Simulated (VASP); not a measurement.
The system is GaP.

```
CELL_PARAMETERS angstrom
0.00000 2.72525 2.72525
2.72525 0.00000 2.72525
2.72525 2.72525 0.00000
ATOMIC_POSITIONS crystal
Ga 0.00000 0.00000 0.00000
P 0.25000 0.25000 0.25000
```

Base run:

* Program: VASP 6.6.1
* Functional: PBE
* Potentials or basis: VASP PAW PBE potentials, release 64 (Ga_d, P)
* Cutoff: 520 eV
* k mesh: 7 × 7 × 7
* Occupations: fermi-dirac, width 0.02 eV
* Spin: no spin polarisation

Its results: band gap on the k mesh 1.59 eV, indirect (least direct gap 1.83 eV); pressure 2.4 GPa.

**Question.** The run is repeated on the same cell with these changes: functional from PBE to PBEsol. What comes out?

**Answer.** Band gap on the k mesh 1.46 eV, indirect (least direct gap 1.75 eV); pressure -0.7 GPa.

PBEsol binds more tightly than PBE, so the same cell stands under less pressure.

Caveats: an odd mesh through Γ misses points on the zone boundary, where band edges often lie; the PAW data sets were made with another functional, which shifts forces and pressure a little (some runs).
